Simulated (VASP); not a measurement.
# Cu in VASP: notebook

Runs on Cu. Level: PBE. Tasks: single point, relaxation of the atoms.

Everything below comes from runs of VASP 6.6.1. Logs are shortened: lines on timing, memory, paths and dates and some standing lists are left out, and cuts for length are marked.

### Step 1. The structure

The cell holds a slab with vacuum, 3 atoms: a = 2.571 Å, b = 2.571 Å, c = 19.198 Å, α = 90.00°, β = 90.00°, γ = 120.00°.

The slab is cut from a database's or a generator's crystal, which needn't be the stable form of the element.

### Step 2. Single point, PBE

Input file INCAR:

```
ALGO     = Fast           # electronic algorithm
DIPOL    = 0.5 0.5 0.500
EDIFF    = 1E-7           # SCF threshold, eV
ENCUT    = 520            # plane-wave cutoff, eV
GGA      = PE             # functional
ICORELEVEL= 1            
IDIPOL   = 3            
ISIF     = 2              # what is computed and relaxed
ISMEAR   = 1              # smearing method
LASPH    = T              # aspherical terms in the spheres
LCHARG   = F              # write CHGCAR
LDIPOL   = T            
LREAL    = F              # projectors in reciprocal space
LVACPOTAV= T            
LVHAR    = T            
LWAVE    = F              # write WAVECAR
NELM     = 80             # most SCF steps
PREC     = Accurate       # precision mode
SIGMA    = 0.1            # smearing width, eV
```

Input file KPOINTS:

```
k-points
0
Gamma
  15 15 1
```

Input file POSCAR:

```
Cu
1.0
    2.5708408500      0.0000000000      0.0000000000
   -1.2854204300      2.2264134900      0.0000000000
    0.0000000000      0.0000000000     19.1981655300
Cu
3
Direct
    0.6666666700      0.3333333300      0.3906623300
    0.3333333300      0.6666666700      0.5000000000
    0.0000000000      0.0000000000      0.6093376700
```

Potentials or basis: VASP PAW PBE potentials, release 64 (Cu).

Command:

```sh
cat potpaw_PBE.64/Cu/POTCAR > POTCAR
mpirun -np 1 vasp_std > vasp.out
```

OUTCAR:

```text
EDIFF = 1E-7
   ENCUT = 520
   GGA = PE
   ISIF = 2
   ISMEAR = 1
   LASPH = T
   LREAL = F
   NELM = 80
   PREC = Accurate

 ion  position               nearest neighbor table
   1  0.667  0.333  0.391-   2 2.57   2 2.57   2 2.57
   2  0.333  0.667  0.500-   1 2.57   3 2.57   1 2.57   3 2.57   3 2.57   1 2.57
   3  0.000  0.000  0.609-   2 2.57   2 2.57   2 2.57

  LATTYP: Found a hexagonal cell.
 ALAT       =     2.5708408500
 C/A-ratio  =     7.4676600576

  Lattice vectors:

 A1 = (   2.5708408500,   0.0000000000,   0.0000000000)
 A2 = (  -1.2854204300,   2.2264134900,   0.0000000000)
 A3 = (   0.0000000000,   0.0000000000,  19.1981655300)

Analysis of symmetry for initial positions (statically):
=====================================================================
 Subroutine PRICEL returns:
 Original cell was already a primitive cell.

 Routine SETGRP: Setting up the symmetry group for a
 hexagonal supercell.

 Subroutine GETGRP returns: Found 12 space group operations
 (whereof  6 operations were pure point group operations)
 out of a pool of 24 trial point group operations.

The static configuration has the point symmetry C_3v.
 The point group associated with its full space group is D_3d.

Analysis of symmetry for dynamics (positions and initial velocities):
=====================================================================
 Subroutine PRICEL returns:
 Original cell was already a primitive cell.

 Routine SETGRP: Setting up the symmetry group for a
 hexagonal supercell.

 Subroutine GETGRP returns: Found 12 space group operations
 (whereof  6 operations were pure point group operations)
 out of a pool of 24 trial point group operations.

The dynamic configuration has the point symmetry C_3v.
 The point group associated with its full space group is D_3d.

 Subroutine INISYM returns: Found 12 space group operations
 (whereof  6 operations are pure point group operations),
 and found     1 'primitive' translations

----------------------------------------------------------------------------------------

                                     Primitive cell

  volume of cell :     109.8856

  direct lattice vectors                    reciprocal lattice vectors
     2.570840850  0.000000000  0.000000000     0.388977793  0.224576434  0.000000000
    -1.285420430  2.226413490  0.000000000     0.000000000  0.449152866  0.000000000
     0.000000000  0.000000000 19.198165530     0.000000000  0.000000000  0.052088310

  length of vectors
     2.570840850  2.570840857 19.198165530     0.449152867  0.449152866  0.052088310

  position of ions in fractional coordinates (direct lattice)
     0.666666670  0.333333330  0.390662330
     0.333333330  0.666666670  0.500000000
     0.000000000  0.000000000  0.609337670

  ion indices of the primitive-cell ions
   primitive index   ion index
                 1           1
                 2           2
                 3           3

----------------------------------------------------------------------------------------

 KPOINTS: k-points

Automatic generation of k-mesh.
 Grid dimensions read from file:
 generate k-points for:   15   15    1

 Generating k-lattice:

  Cartesian coordinates                     Fractional coordinates (reciprocal lattice)
     0.025931853  0.014971762  0.000000000     0.066666667  0.000000000  0.000000000
     0.000000000  0.029943524  0.000000000     0.000000000  0.066666667  0.000000000
     0.000000000  0.000000000  0.052088310     0.000000000  0.000000000  1.000000000

  Length of vectors
     0.029943524  0.029943524  0.052088310

  Shift w.r.t. Gamma in fractional coordinates (k-lattice)
     0.000000000  0.000000000  0.000000000

 Subroutine IBZKPT returns following result:
 ===========================================

 Found     27 irreducible k-points:

 Following reciprocal coordinates:
            Coordinates               Weight
  0.000000  0.000000  0.000000      1.000000
  0.066667  0.000000  0.000000      6.000000
  0.133333  0.000000  0.000000      6.000000
  0.200000  0.000000  0.000000      6.000000
  0.266667  0.000000  0.000000      6.000000
  0.333333  0.000000  0.000000      6.000000
[... 16 lines left out ...]
  0.333333  0.200000  0.000000     12.000000
  0.400000  0.200000  0.000000      6.000000
 [... further k-points ...]
   k-points           NKPTS =     27   k-points in BZ     NKDIM =     27   number of bands    NBANDS=     20
   number of dos      NEDOS =    301   number of ions     NIONS =      3
   total plane-waves  NPLWV =  57600
   dimension x,y,z NGX =    20 NGY =   20 NGZ =  144
   dimension x,y,z NGXF=    40 NGYF=   40 NGZF=  288
   ions per type =               3
   NGX,Y,Z   is equivalent  to a cutoff of  12.93, 12.93, 12.47 a.u.
   NGXF,Y,Z  is equivalent  to a cutoff of  25.87, 25.87, 24.94 a.u.
 SYSTEM =  unknown system
   PREC   = accura    normal or accurate (medium, high low for compatibility)
   ISTART =      0    job   : 0-new  1-cont  2-samecut
   ICHARG =      2    charge: 1-file 2-atom 10-const
   ISPIN  =      1    spin polarized calculation?
   LNONCOLLINEAR =      F non collinear calculations
   LSORBIT =      F    spin-orbit coupling
   LASPH  =      T    aspherical Exc in radial PAW
   ENCUT  =  520.0 eV  38.22 Ry    6.18 a.u.   4.78  4.78 35.70*2*pi/ulx,y,z
   NELM   =     80;   NELMIN=  2; NELMDL= -5     # of ELM steps
   EDIFF  = 0.1E-06   stopping-criterion for ELM
   LREAL  =      F    real-space projection
[... 7 lines left out ...]
   TEBEG  =    0.0;   TEEND  =   0.0 temperature during run
   PSTRESS=    0.0 pullay stress
   NELECT =      33.0000    total number of electrons
   NUPDOWN=      -1.0000    fix difference up-down
   EMIN   =  10.00;   EMAX   =-10.00  energy-range for DOS
   EFERMI =   0.00;   METHOD = LEGACY
   ISMEAR =     1;   SIGMA  =   0.10  broadening in eV -4-tet -1-fermi 0-gaus
   EFERMI_NEDOS =   21; number of points for ismear=-14 and -15
   IALGO  =     68    algorithm
   IMIX   =      4    mixing-type and parameters
     AMIX     =   0.40;   BMIX     =  1.00
     AMIX_MAG =   1.60;   BMIX_MAG =  1.00
  volume/ion in A,a.u.               =      36.63       247.18
  Fermi-wavevector in a.u.,A,eV,Ry     =   1.096308  2.071722 16.352721  1.201891
  Thomas-Fermi vector in A             =   2.232648
   LORBIT       =      0    0 simple, 1 ext, 2 COOP (PROOUT), +10 PAW based schemes
   GGA     = PE    functional components
   LHFCALC =     F    Hartree Fock is set to
   AEXX    =    0.0000 exact exchange contribution
   IVDW    =     0    specifies the selected vdW correction
   LEPSILON=     F    determine dielectric tensor
   LRPA    =     F    only Hartree local field effects (RPA)
 non-spin polarized calculation
 RMM-DIIS sequential band-by-band and
 Methfessel and Paxton  Order N= 1 SIGMA  =   0.10
  energy-cutoff  :      520.00
  volume of cell :      109.89
 maximum number of plane-waves:      2975
 NGX is ok and might be reduce to    20
   NGX =  9   NGY =  9   NGZ = 71

 number of electron      32.9999993 magnetization

 dipolmoment           0.000000      0.000000     -0.000002 electrons x Angstroem

 Free energy of the ion-electron system (eV)
  ---------------------------------------------------
  ext. energy  EPLUGINS =         0.00000000
  ---------------------------------------------------
  free energy    TOTEN  =       -10.28532162 eV

  energy without entropy =      -10.28503020  energy(sigma->0) =      -10.28522448

 the core state eigenenergies are
   1-  1s  -8849.1554  2s  -1061.4018  2p   -915.8701  3s   -113.0434  3p    -70.4151

   2-  1s  -8849.3925  2s  -1061.6756  2p   -916.1402  3s   -113.2951  3p    -70.6642

   3-  1s  -8849.1555  2s  -1061.4019  2p   -915.8702  3s   -113.0434  3p    -70.4152

 E-fermi :  -0.5988     XC(G=0):  -5.0830

 val. band max:       -0.6069907993   @ k =   0.1333   0.1333   0.0000
 cond. band min:      -0.5209454685   @ k =   0.2000   0.0667   0.0000
 fundamental gap:      0.0860453308
 Fermi energy:        -0.5988492763

 k-point     1 :       0.0000    0.0000    0.0000
  band No.  band energies     occupation
      1      -9.1976      2.00000
      2      -7.2624      2.00000
      3      -5.7746      2.00000
      4      -3.6545      2.00000
      5      -3.6045      2.00000
      6      -3.6045      2.00000
[... 12 lines left out ...]
     19      -0.7549      2.04980
     20       3.4494      0.00000

 k-point     2 :       0.0667    0.0000    0.0000
  band No.  band energies     occupation
      1      -9.0578      2.00000
      2      -7.1305      2.00000
      3      -5.6691      2.00000
      4      -3.6981      2.00000
      5      -3.6538      2.00000
      6      -3.5906      2.00000
[... 12 lines left out ...]
     19      -0.4285     -0.03679
     20       3.5707      0.00000

 k-point     3 :       0.1333    0.0000    0.0000
  band No.  band energies     occupation
      1      -8.6456      2.00000
      2      -6.7494      2.00000
      3      -5.3758      2.00000
      4      -3.8612      2.00000
      5      -3.7278      2.00000
      6      -3.6497      2.00000
[... 12 lines left out ...]
     19       0.3206     -0.00000
     20       3.9342      0.00000

 k-point     4 :       0.2000    0.0000    0.0000
  band No.  band energies     occupation
      1      -7.9869      2.00000
      2      -6.1793      2.00000
      3      -4.9838      2.00000
      4      -4.0348      2.00000
      5      -3.9041      2.00000
      6      -3.6532      2.00000
[... 12 lines left out ...]
     19       1.2988     -0.00000
     20       4.5401      0.00000

 k-point     5 :       0.2667    0.0000    0.0000
  band No.  band energies     occupation
      1      -7.1449      2.00000
      2      -5.5874      2.00000
      3      -4.7039      2.00000
      4      -4.2060      2.00000
      5      -4.0096      2.00000
      6      -3.6689      2.00000
[... 12 lines left out ...]
     19       2.4537      0.00000
     20       5.3841      0.00000

 k-point     6 :       0.3333    0.0000    0.0000
  band No.  band energies     occupation
      1      -6.2688      2.00000
      2      -5.2372      2.00000
      3      -4.6861      2.00000
      4      -4.3934      2.00000
      5      -4.0005      2.00000
      6      -3.6660      2.00000
[... 12 lines left out ...]
     19       3.7534      0.00000
     20       6.2517      0.00000

 k-point     7 :       0.4000    0.0000    0.0000
  band No.  band energies     occupation
      1      -5.6239      2.00000
      2      -5.1376      2.00000
      3      -4.7470      2.00000
      4      -4.5600      2.00000
      5      -4.0288      2.00000
      6      -3.6696      2.00000
[... 12 lines left out ...]
     19       4.4255      0.00000
     20       5.1966      0.00000
[... 277 lines left out ...]
 k-point    20 :       0.4000    0.1333    0.0000
  band No.  band energies     occupation
      1      -5.1147      2.00000
      2      -4.9505      2.00000
      3      -4.6341      2.00000
      4      -4.4765      2.00000
      5      -4.0483      2.00000
      6      -3.6501      2.00000
[... 12 lines left out ...]
     19       4.1151      0.00000
     20       4.9478      0.00000

 k-point    21 :       0.2000    0.2000    0.0000
  band No.  band energies     occupation
      1      -6.0028      2.00000
      2      -4.9952      2.00000
      3      -4.3384      2.00000
      4      -4.2886      2.00000
      5      -3.9337      2.00000
      6      -3.8047      2.00000
[... 12 lines left out ...]
     19       4.0901      0.00000
     20       6.7182      0.00000

 k-point    22 :       0.2667    0.2000    0.0000
  band No.  band energies     occupation
      1      -5.3116      2.00000
      2      -4.8419      2.00000
      3      -4.4527      2.00000
      4      -4.2465      2.00000
      5      -3.9756      2.00000
      6      -3.8879      2.00000
[... 12 lines left out ...]
     19       5.3635      0.00000
     20       6.2458      0.00000

 k-point    23 :       0.3333    0.2000    0.0000
  band No.  band energies     occupation
      1      -4.9372      2.00000
      2      -4.7868      2.00000
      3      -4.5114      2.00000
      4      -4.2861      2.00000
      5      -4.0138      2.00000
      6      -3.8728      2.00000
[... 12 lines left out ...]
     19       4.5299      0.00000
     20       5.6991      0.00000

 k-point    24 :       0.4000    0.2000    0.0000
  band No.  band energies     occupation
      1      -4.8567      2.00000
      2      -4.7647      2.00000
      3      -4.5167      2.00000
      4      -4.3165      2.00000
      5      -4.0287      2.00000
      6      -3.8376      2.00000
[... 12 lines left out ...]
     19       4.2040      0.00000
     20       5.6662      0.00000

 [... further k-points ...]
[... 5 lines left out ...]
  --------------------------------------------------------------------------------------
  -------------------------------------------------------------------------------------
  Total       -1.3149397     -1.3149397     -0.4516985      0.0000000      0.0000000      0.0000000
  in kB      -19.1723646    -19.1723647     -6.5859503      0.0000000      0.0000000      0.0000000
  external PRESSURE =     -14.9768932 kB  Pullay stress =       0.0000000 kB

 VOLUME and BASIS-vectors are now :
 -----------------------------------------------------------------------------
  energy-cutoff  :      520.00
  volume of cell :      109.89
      direct lattice vectors                 reciprocal lattice vectors
     2.570840850  0.000000000  0.000000000     0.388977793  0.224576434  0.000000000
    -1.285420430  2.226413490  0.000000000     0.000000000  0.449152866  0.000000000
     0.000000000  0.000000000 19.198165530     0.000000000  0.000000000  0.052088310

 POSITION                                       TOTAL-FORCE (eV/Angst)
 -----------------------------------------------------------------------------------
      1.28542      0.74214      7.50000        -0.000000     -0.000000      0.103903
     -0.00000      1.48428      9.59908         0.000000      0.000000     -0.000000
      0.00000      0.00000     11.69817         0.000000      0.000000     -0.103903
 -----------------------------------------------------------------------------------
    total drift:                                0.000000     -0.000000     -0.000344

  FREE ENERGIE OF THE ION-ELECTRON SYSTEM (eV)
  ---------------------------------------------------
  free  energy   TOTEN  =       -10.2853216188 eV

  energy  without entropy=      -10.2850302003  energy(sigma->0) =      -10.28522448

 vacuum level on the upper side and lower side of the slab         4.037         4.037
```

Run time: 1.8 min. Hardware: 1 thread of Intel Xeon Platinum 8259CL at 2.50GHz (Skylake/Cascade Lake), shared host; peak memory 0.24 GiB.

Results:

- Free energy: -10.2853 eV
- Largest force: 0.104 eV/Å
- Band gap on the k mesh: none (metal or under the smearing width)
- Work function of the upper face: 4.64 eV
- Work function of the lower face: 4.64 eV

Forces in eV/Å, atoms in the order of the input:
```
Cu   0.000  0.000  0.104
Cu   0.000  0.000  0.000
Cu   0.000  0.000 -0.104
```

Levels at points of the mesh, in eV from the Fermi level:
| k point | band 13 | band 14 | band 15 | band 16 | band 17 | band 18 | band 19 | band 20 |
| --- | --- | --- | --- | --- | --- | --- | --- | --- |
| (0.00, 0.00, 0.00) | -2.19 | -1.91 | -1.91 | -1.70 | -1.70 | -1.60 | -0.16 | 4.05 |

Core levels (eV, on the scale of the bands):
| atom | levels |
| --- | --- |
| 1 Cu | 1s -8849.2, 2s -1061.4, 2p -915.9, 3s -113.0, 3p -70.4 |
| 2 Cu | 1s -8849.4, 2s -1061.7, 2p -916.1, 3s -113.3, 3p -70.7 |
| 3 Cu | 1s -8849.2, 2s -1061.4, 2p -915.9, 3s -113.0, 3p -70.4 |

### Step 3. Relaxation of the atoms, PBE

Input file INCAR:

```
PREC = Accurate
ENCUT = 520
EDIFF = 1E-6
ISMEAR = 1
SIGMA = 0.1
LREAL = F
LASPH = T
NELM = 80
ALGO = Normal
ISIF = 2
LWAVE = F
LCHARG = F
LDIPOL = T
IDIPOL = 3
DIPOL = 0.5 0.5 0.500
GGA = PE
IBRION = 2
NSW = 80
EDIFFG = -0.02
```

Input file KPOINTS:

```
Automatic mesh
0
Gamma
  15 15 1
```

POSCAR is that of step 2.

Potentials or basis: VASP PAW PBE potentials, release 64 (Cu).

Command:

```sh
cat potpaw_PBE.64/Cu/POTCAR > POTCAR
mpirun -np 1 vasp_std > vasp.out
```

It took 3.8 min on 1 thread of Intel Xeon Platinum 8259CL at 2.50GHz (Skylake/Cascade Lake), shared host; peak memory 0.25 GiB.

The run converged. Its results:

| Item | Value |
| --- | --- |
| Free energy | -10.2879 eV |
| Energy gained by relaxing | 0.9 meV/atom |
| Ionic steps | 5 |
| Band gap on the k mesh | none (metal or under the smearing width) |

Step by step:
```tsv
step	energy change (eV)	largest force (eV/Å)	pressure (GPa)
1	0.0000	0.1040	-1.51
2	-0.0009	0.0833	-1.46
3	-0.0024	0.0336	-1.22
4	-0.0012	0.0821	-0.87
5	-0.0026	0.0006	-1.02
```

Final structure:
```cif
data_structure
_symmetry_space_group_name_H-M 'P 1'
_symmetry_Int_Tables_number 1
_cell_length_a 2.5708
_cell_length_b 2.5708
_cell_length_c 19.1982
_cell_angle_alpha 90.000
_cell_angle_beta 90.000
_cell_angle_gamma 120.000
_cell_volume 109.89
loop_
_atom_site_label
_atom_site_type_symbol
_atom_site_fract_x
_atom_site_fract_y
_atom_site_fract_z
_atom_site_occupancy
Cu1 Cu 0.66667 0.33333 0.39194 1
Cu2 Cu 0.33333 0.66667 0.50000 1
Cu3 Cu 0.00000 0.00000 0.60806 1
```

Levels at points of the mesh, in eV from the Fermi level:
| k point | band 14 | band 15 | band 16 | band 17 | band 18 | band 19 | band 20 |
| --- | --- | --- | --- | --- | --- | --- | --- |
| (0.00, 0.00, 0.00) | -1.96 | -1.96 | -1.74 | -1.74 | -1.63 | -0.16 | 4.04 |

### Step 4. Single point, PBE

Input file INCAR:

```
ALGO     = Fast           # electronic algorithm
DIPOL    = 0.5 0.5 0.500
EDIFF    = 1E-7           # SCF threshold, eV
ENCUT    = 520            # plane-wave cutoff, eV
GGA      = PE             # functional
ICORELEVEL= 1            
IDIPOL   = 3            
ISIF     = 2              # what is computed and relaxed
ISMEAR   = 1              # smearing method
LASPH    = T              # aspherical terms in the spheres
LCHARG   = F              # write CHGCAR
LDIPOL   = T            
LREAL    = F              # projectors in reciprocal space
LVACPOTAV= T            
LVHAR    = T            
LWAVE    = F              # write WAVECAR
NELM     = 80             # most SCF steps
PREC     = Accurate       # precision mode
SIGMA    = 0.1            # smearing width, eV
```

Input file KPOINTS:

```
k-points
0
Gamma
  15 15 1
```

Input file POSCAR:

```
Cu                                      
1.0
    2.5708408500      0.0000000000      0.0000000000
   -1.2854204300      2.2264134900      0.0000000000
    0.0000000000      0.0000000000     19.1981655300
  Cu            
     3
Direct
     0.6666666699999979    0.3333333300000021    0.3919425322026500
     0.3333333300000021    0.6666666699999979    0.5000000000000000
     0.0000000000000000    0.0000000000000000    0.6080574677973500
```

Command:

```sh
cat potpaw_PBE.64/Cu/POTCAR > POTCAR
mpirun -np 1 vasp_std > vasp.out
```

Wall time 1.8 min (1 thread of Intel Xeon Platinum 8259CL at 2.50GHz (Skylake/Cascade Lake), shared host); peak memory 0.24 GiB.

Results (log left out):

```yaml
Free_energy: -10.2879 eV
Band_gap_on_the_k_mesh: none (metal or under the smearing width)
Work_function_of_the_upper_face: 4.61 eV
Work_function_of_the_lower_face: 4.61 eV
```

Levels at points of the mesh, in eV from the Fermi level:
```csv
k point,band 13,band 14,band 15,band 16,band 17,band 18,band 19,band 20
"(0.00, 0.00, 0.00)",-2.26,-1.96,-1.96,-1.74,-1.74,-1.63,-0.16,4.04
```

Core levels (eV, on the scale of the bands):
| atom | levels |
| --- | --- |
| 1 Cu | 1s -8849.2, 2s -1061.4, 2p -915.9, 3s -113.1, 3p -70.4 |
| 2 Cu | 1s -8849.4, 2s -1061.7, 2p -916.2, 3s -113.3, 3p -70.7 |
| 3 Cu | 1s -8849.2, 2s -1061.4, 2p -915.9, 3s -113.1, 3p -70.4 |
